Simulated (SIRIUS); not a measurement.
# Ca (Fm-3m) in SIRIUS: further runs, part 2 of 2

SIRIUS 7.12.0. Earlier steps stand in the parts before.

**5. Equation of state, BLYP, 43.63 Å³/atom**

sirius.json reads:

```json
{
  "control": {
    "processing_unit": "cpu",
    "std_evp_solver_name": "lapack",
    "gen_evp_solver_name": "lapack",
    "verbosity": 2,
    "print_forces": false,
    "ortho_rf": true,
    "use_second_variation": true,
    "rmt_max": 3.0,
    "num_bands_to_print": 11,
    "save_wf": true
  },
  "parameters": {
    "electronic_structure_method": "full_potential_lapwlo",
    "xc_functionals": ["XC_GGA_X_B88", "XC_GGA_C_LYP"],
    "core_relativity": "dirac",
    "valence_relativity": "iora",
    "num_fv_states": 11,
    "smearing": "fermi_dirac",
    "smearing_width": 0.0018374661,
    "pw_cutoff": 20,
    "gk_cutoff": 3.25,
    "lmax_apw": 10,
    "lmax_rho": 8,
    "lmax_pot": 8,
    "num_mag_dims": 0,
    "auto_rmt": 0,
    "ngridk": [8, 8, 8],
    "shiftk": [0, 0, 0],
    "num_dft_iter": 80,
    "energy_tol": 1e-07,
    "density_tol": 1e-05,
    "use_symmetry": true
  },
  "settings": {"tol_ne": 1e-10},
  "iterative_solver": {"type": "exact"},
  "mixer": {"type": "anderson", "beta": 0.5, "max_history": 8},
  "unit_cell": {
    "lattice_vectors": [[0.0, 5.2802727374, 5.2802727374], [5.2802727374, 0.0, 5.2802727374], [5.2802727374, 5.2802727374, 0.0]],
    "atom_types": ["Ca"],
    "atom_files": {"Ca": "Ca.json"},
    "atoms": {"Ca": [[0.0, 0.0, 0.0]]}
  }
}
```

Ca.json reads:

```json
{
  "name": "calcium",
  "symbol": "Ca",
  "number": 20,
  "mass": 40.078,
  "rmin": 1e-06,
  "rmt": 2.4,
  "nrmt": 800,
  "rinf": 19.35,
  "core": "1s2s2p",
  "valence": [
    {"basis": [{"enu": -0.09, "dme": 0, "n": 0, "auto": 0}, {"enu": -0.09, "dme": 1, "n": 0, "auto": 0}]},
    {"l": 0, "n": 1, "basis": [{"enu": 0.01, "dme": 0, "n": 0, "auto": 0}]},
    {"l": 1, "n": 2, "basis": [{"enu": 0.01, "dme": 0, "n": 0, "auto": 0}]},
    {"l": 2, "n": 3, "basis": [{"enu": 0.01, "dme": 0, "n": 0, "auto": 0}]},
    {"l": 3, "n": 4, "basis": [{"enu": 0.01, "dme": 0, "n": 0, "auto": 0}]}
  ],
  "lo": [
    {"l": 0, "basis": [{"enu": 0.01, "dme": 0, "n": 0, "auto": 0}, {"enu": 0.01, "dme": 1, "n": 0, "auto": 0}]},
    {
      "l": 0,
      "basis": [{"enu": -1.5675, "dme": 0, "n": 3, "auto": 1}, {"enu": -1.5675, "dme": 1, "n": 3, "auto": 1}]
    },
    {
      "l": 0,
      "basis": [{"enu": -1.5675, "dme": 1, "n": 3, "auto": 1}, {"enu": 0.01, "dme": 0, "n": 0, "auto": 0}]
    },
    {"l": 0, "basis": [{"enu": 0.01, "dme": 0, "n": 0, "auto": 0}, {"enu": 2.7878, "dme": 0, "n": 0, "auto": 0}]},
    {"l": 1, "basis": [{"enu": 0.01, "dme": 0, "n": 0, "auto": 0}, {"enu": 0.01, "dme": 1, "n": 0, "auto": 0}]},
    {
      "l": 1,
      "basis": [{"enu": -0.8768, "dme": 0, "n": 3, "auto": 1}, {"enu": -0.8768, "dme": 1, "n": 3, "auto": 1}]
    },
    {
      "l": 1,
      "basis": [{"enu": -0.8768, "dme": 1, "n": 3, "auto": 1}, {"enu": 0.01, "dme": 0, "n": 0, "auto": 0}]
    },
    {"l": 1, "basis": [{"enu": 0.01, "dme": 0, "n": 0, "auto": 0}, {"enu": 3.2044, "dme": 0, "n": 0, "auto": 0}]},
    {"l": 2, "basis": [{"enu": 0.01, "dme": 0, "n": 0, "auto": 0}, {"enu": 0.01, "dme": 1, "n": 0, "auto": 0}]},
    {"l": 2, "basis": [{"enu": 0.01, "dme": 1, "n": 0, "auto": 0}, {"enu": 0.01, "dme": 2, "n": 0, "auto": 0}]},
    {"l": 2, "basis": [{"enu": 0.01, "dme": 0, "n": 0, "auto": 0}, {"enu": 2.7183, "dme": 0, "n": 0, "auto": 0}]},
    {"l": 3, "basis": [{"enu": 0.01, "dme": 0, "n": 0, "auto": 0}, {"enu": 0.01, "dme": 1, "n": 0, "auto": 0}]}
  ],
  "free_atom": [... radial grid and density of the free atom, the start of the SCF ...]
}
```

sirius_start.json reads:

```json
{
  "control": {
    "processing_unit": "cpu",
    "std_evp_solver_name": "lapack",
    "gen_evp_solver_name": "lapack",
    "verbosity": 1,
    "print_forces": false,
    "ortho_rf": true,
    "use_second_variation": true,
    "rmt_max": 3.0,
    "num_bands_to_print": 11,
    "save_wf": false
  },
  "parameters": {
    "electronic_structure_method": "full_potential_lapwlo",
    "xc_functionals": ["XC_LDA_X", "XC_LDA_C_PW"],
    "core_relativity": "dirac",
    "valence_relativity": "iora",
    "num_fv_states": 11,
    "smearing": "fermi_dirac",
    "smearing_width": 0.0055123983,
    "pw_cutoff": 20,
    "gk_cutoff": 2.6,
    "lmax_apw": 10,
    "lmax_rho": 8,
    "lmax_pot": 8,
    "num_mag_dims": 0,
    "auto_rmt": 0,
    "ngridk": [3, 3, 3],
    "shiftk": [0, 0, 0],
    "num_dft_iter": 30,
    "energy_tol": 0.01,
    "density_tol": 0.05,
    "use_symmetry": true
  },
  "settings": {"tol_ne": 1e-10},
  "iterative_solver": {"type": "exact"},
  "mixer": {"type": "anderson", "beta": 0.5, "max_history": 8},
  "unit_cell": {
    "lattice_vectors": [[0.0, 5.2802727374, 5.2802727374], [5.2802727374, 0.0, 5.2802727374], [5.2802727374, 5.2802727374, 0.0]],
    "atom_types": ["Ca"],
    "atom_files": {"Ca": "Ca.json"},
    "atoms": {"Ca": [[0.0, 0.0, 0.0]]}
  }
}
```

Run with:

```sh
$ OMP_NUM_THREADS=1 sirius.scf --input=sirius_start.json --output=start.json
$ OMP_NUM_THREADS=1 sirius.scf --input=sirius.json --output=output.json --task=1
```

Run time: 23 s. Hardware: 1 thread of Intel Xeon Platinum 8259CL at 2.50GHz (Skylake/Cascade Lake), shared host; peak memory 0.35 GiB.

It converged, with:

```
Free energy                                       : -18520.3670 eV
Band gap on the k mesh                            : none (metal or under the smearing width)
All electrons inside the program's atomic spheres : Ca 18.11 (radii Ca 2.4 bohr)
```

**6. Equation of state, BLYP, 44.50 Å³/atom (volume scaled by 1.02)**

Edit sirius.json of step 5 so:

```diff
@@ -39,3 +39,3 @@
   "unit_cell": {
-    "lattice_vectors": [[0.0, 5.2802727374, 5.2802727374], [5.2802727374, 0.0, 5.2802727374], [5.2802727374, 5.2802727374, 0.0]],
+    "lattice_vectors": [[0.0, 5.3152424503, 5.3152424503], [5.3152424503, 0.0, 5.3152424503], [5.3152424503, 5.3152424503, 0.0]],
     "atom_types": ["Ca"],
```

Ca.json is that of step 5.

Edit sirius_start.json of step 5 so:

```diff
@@ -39,3 +39,3 @@
   "unit_cell": {
-    "lattice_vectors": [[0.0, 5.2802727374, 5.2802727374], [5.2802727374, 0.0, 5.2802727374], [5.2802727374, 5.2802727374, 0.0]],
+    "lattice_vectors": [[0.0, 5.3152424503, 5.3152424503], [5.3152424503, 0.0, 5.3152424503], [5.3152424503, 5.3152424503, 0.0]],
     "atom_types": ["Ca"],
```

Potentials or basis: all-electron FP-LAPW, apw+lo standard.

Run with:

```sh
$ OMP_NUM_THREADS=1 sirius.scf --input=sirius_start.json --output=start.json
$ OMP_NUM_THREADS=1 sirius.scf --input=sirius.json --output=output.json --task=1
```

It took 28 s on 1 thread of Intel Xeon Platinum 8259CL at 2.50GHz (Skylake/Cascade Lake), shared host; peak memory 0.36 GiB.

The run converged. Its results:

| Quantity | Value |
| --- | --- |
| Free energy | -18520.3640 eV |
| Band gap on the k mesh | none (metal or under the smearing width) |
| All electrons inside the program's atomic spheres | Ca 18.10 (radii Ca 2.4 bohr) |

**7. Equation of state, BLYP, 45.38 Å³/atom (volume scaled by 1.04)**

Edit sirius.json of step 6 so:

```diff
@@ -39,3 +39,3 @@
   "unit_cell": {
-    "lattice_vectors": [[0.0, 5.3152424503, 5.3152424503], [5.3152424503, 0.0, 5.3152424503], [5.3152424503, 5.3152424503, 0.0]],
+    "lattice_vectors": [[0.0, 5.3497579787, 5.3497579787], [5.3497579787, 0.0, 5.3497579787], [5.3497579787, 5.3497579787, 0.0]],
     "atom_types": ["Ca"],
```

Ca.json is that of step 6.

Edit sirius_start.json of step 6 so:

```diff
@@ -39,3 +39,3 @@
   "unit_cell": {
-    "lattice_vectors": [[0.0, 5.3152424503, 5.3152424503], [5.3152424503, 0.0, 5.3152424503], [5.3152424503, 5.3152424503, 0.0]],
+    "lattice_vectors": [[0.0, 5.3497579787, 5.3497579787], [5.3497579787, 0.0, 5.3497579787], [5.3497579787, 5.3497579787, 0.0]],
     "atom_types": ["Ca"],
```

Run with:

```sh
$ OMP_NUM_THREADS=1 sirius.scf --input=sirius_start.json --output=start.json
$ OMP_NUM_THREADS=1 sirius.scf --input=sirius.json --output=output.json --task=1
```

Run time: 25 s. Hardware: 1 thread of Intel Xeon Platinum 8259CL at 2.50GHz (Skylake/Cascade Lake), shared host; peak memory 0.36 GiB.

Results (log left out):

```yaml
Free_energy: -18520.3596 eV
Band_gap_on_the_k_mesh: none (metal or under the smearing width)
All_electrons_inside_the_program's_atomic_spheres: Ca 18.10 (radii Ca 2.4 bohr)
```

**8. Equation of state, BLYP, 46.25 Å³/atom (volume scaled by 1.06)**

Edit sirius.json of step 7 so:

```diff
@@ -39,3 +39,3 @@
   "unit_cell": {
-    "lattice_vectors": [[0.0, 5.3497579787, 5.3497579787], [5.3497579787, 0.0, 5.3497579787], [5.3497579787, 5.3497579787, 0.0]],
+    "lattice_vectors": [[0.0, 5.3838337889, 5.3838337889], [5.3838337889, 0.0, 5.3838337889], [5.3838337889, 5.3838337889, 0.0]],
     "atom_types": ["Ca"],
```

Ca.json reads:

```json
{
  "name": "calcium",
  "symbol": "Ca",
  "number": 20,
  "mass": 40.078,
  "rmin": 1e-06,
  "rmt": 2.4,
  "nrmt": 800,
  "rinf": 19.35,
  "core": "1s2s2p",
  "valence": [
    {"basis": [{"enu": -0.1, "dme": 0, "n": 0, "auto": 0}, {"enu": -0.1, "dme": 1, "n": 0, "auto": 0}]},
    {"l": 0, "n": 1, "basis": [{"enu": 0.0, "dme": 0, "n": 0, "auto": 0}]},
    {"l": 1, "n": 2, "basis": [{"enu": 0.0, "dme": 0, "n": 0, "auto": 0}]},
    {"l": 2, "n": 3, "basis": [{"enu": 0.0, "dme": 0, "n": 0, "auto": 0}]},
    {"l": 3, "n": 4, "basis": [{"enu": 0.0, "dme": 0, "n": 0, "auto": 0}]}
  ],
  "lo": [
    {"l": 0, "basis": [{"enu": 0.0, "dme": 0, "n": 0, "auto": 0}, {"enu": 0.0, "dme": 1, "n": 0, "auto": 0}]},
    {
      "l": 0,
      "basis": [{"enu": -1.5775, "dme": 0, "n": 3, "auto": 1}, {"enu": -1.5775, "dme": 1, "n": 3, "auto": 1}]
    },
    {"l": 0, "basis": [{"enu": -1.5775, "dme": 1, "n": 3, "auto": 1}, {"enu": 0.0, "dme": 0, "n": 0, "auto": 0}]},
    {"l": 0, "basis": [{"enu": 0.0, "dme": 0, "n": 0, "auto": 0}, {"enu": 2.7778, "dme": 0, "n": 0, "auto": 0}]},
    {"l": 1, "basis": [{"enu": 0.0, "dme": 0, "n": 0, "auto": 0}, {"enu": 0.0, "dme": 1, "n": 0, "auto": 0}]},
    {
      "l": 1,
      "basis": [{"enu": -0.8868, "dme": 0, "n": 3, "auto": 1}, {"enu": -0.8868, "dme": 1, "n": 3, "auto": 1}]
    },
    {"l": 1, "basis": [{"enu": -0.8868, "dme": 1, "n": 3, "auto": 1}, {"enu": 0.0, "dme": 0, "n": 0, "auto": 0}]},
    {"l": 1, "basis": [{"enu": 0.0, "dme": 0, "n": 0, "auto": 0}, {"enu": 3.1944, "dme": 0, "n": 0, "auto": 0}]},
    {"l": 2, "basis": [{"enu": 0.0, "dme": 0, "n": 0, "auto": 0}, {"enu": 0.0, "dme": 1, "n": 0, "auto": 0}]},
    {"l": 2, "basis": [{"enu": 0.0, "dme": 1, "n": 0, "auto": 0}, {"enu": 0.0, "dme": 2, "n": 0, "auto": 0}]},
    {"l": 2, "basis": [{"enu": 0.0, "dme": 0, "n": 0, "auto": 0}, {"enu": 2.7083, "dme": 0, "n": 0, "auto": 0}]},
    {"l": 3, "basis": [{"enu": 0.0, "dme": 0, "n": 0, "auto": 0}, {"enu": 0.0, "dme": 1, "n": 0, "auto": 0}]}
  ],
  "free_atom": [... radial grid and density of the free atom, the start of the SCF ...]
}
```

Edit sirius_start.json of step 7 so:

```diff
@@ -39,3 +39,3 @@
   "unit_cell": {
-    "lattice_vectors": [[0.0, 5.3497579787, 5.3497579787], [5.3497579787, 0.0, 5.3497579787], [5.3497579787, 5.3497579787, 0.0]],
+    "lattice_vectors": [[0.0, 5.3838337889, 5.3838337889], [5.3838337889, 0.0, 5.3838337889], [5.3838337889, 5.3838337889, 0.0]],
     "atom_types": ["Ca"],
```

Run with:

```sh
$ OMP_NUM_THREADS=1 sirius.scf --input=sirius_start.json --output=start.json
$ OMP_NUM_THREADS=1 sirius.scf --input=sirius.json --output=output.json --task=1
```

It took 26 s on 1 thread of Intel Xeon Platinum 8259CL at 2.50GHz (Skylake/Cascade Lake), shared host; peak memory 0.37 GiB.

The run converged. Its results:

```
Free energy                                       : -18520.3539 eV
Band gap on the k mesh                            : none (metal or under the smearing width)
All electrons inside the program's atomic spheres : Ca 18.09 (radii Ca 2.4 bohr)
```

**9. Equation of state, BLYP**

Potentials or basis: all-electron FP-LAPW, apw+lo standard.

This step only gathers the single runs of the series.

What came out:

```yaml
Equilibrium_volume: "42.48 Å³/atom (rough: see the caveat)"
Bulk_modulus: 15.5 GPa (rough)
```

Energy against volume, from the lowest point:
```
volume (Å³/atom)  energy (meV/atom)
          41.014               2.57
          41.886               0.69
          42.759               0.00
          43.632               1.47
          44.504               4.51
          45.377               8.93
          46.250              14.56
```

Caveat: the fit is doubtful: noisy points or a state that changes with volume.
